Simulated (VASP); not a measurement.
Set up this calculation in VASP 6.6.1, as the native input.

```yaml
Task: single point
Functional: PBE
Potentials_or_basis: VASP PAW PBE potentials, release 64 (Sc_sv)
Cutoff: 520 eV
k_mesh: 15 × 15 × 14
Occupations: gaussian, width 0.1 eV
Spin: no spin polarisation
Dipole_correction: no
Further_INCAR_settings: ALGO = Fast; EDIFF = 1e-07; NBANDS = 12; ISYM = 0
```

The structure of Sc lies in POSCAR:

```
Sc
1.0
    0.0000000000      2.0842054750      2.0842054750
    2.0842054750      0.0000000000      2.0842054750
    2.3566654750      2.3566654750     -0.2724600000
Sc
1
Direct
    0.0000000000      0.0000000000      0.0000000000
```

This isn't the form of Sc at room conditions, which is hcp.

The cell isn't the ideal one: strained and moved within a subgroup.

The input as run:

INCAR

```
SYSTEM = Sc
PREC = Accurate ; ENCUT = 520
EDIFF = 1E-7 ; ISMEAR = 0
SIGMA = 0.1 ; LREAL = .FALSE.
LASPH = .TRUE. ; NELM = 100
ALGO = Fast ; ISIF = 2
LWAVE = .FALSE. ; LCHARG = .TRUE.
GGA = PE ; LELF = .TRUE.
LVHAR = .TRUE. ; NBANDS = 12
ISYM = 0
```

KPOINTS

```
Automatic mesh
0
G
  15 15 14
  0 0 0
```

Potentials or basis: VASP PAW PBE potentials, release 64 (Sc_sv).

The run is started by

```sh
$ cat potpaw_PBE.64/Sc_sv/POTCAR > POTCAR
$ mpirun -np 1 vasp_std > vasp.out
```

Results of the run:

* Pressure: 8.9 GPa
* Band gap on the k mesh: none (metal or under the smearing width)

Wall time 3.1 min on 1 thread of Intel(R) Xeon(R) 6975P-C (Granite Rapids), on a shared host, peak memory 0.48 GiB.
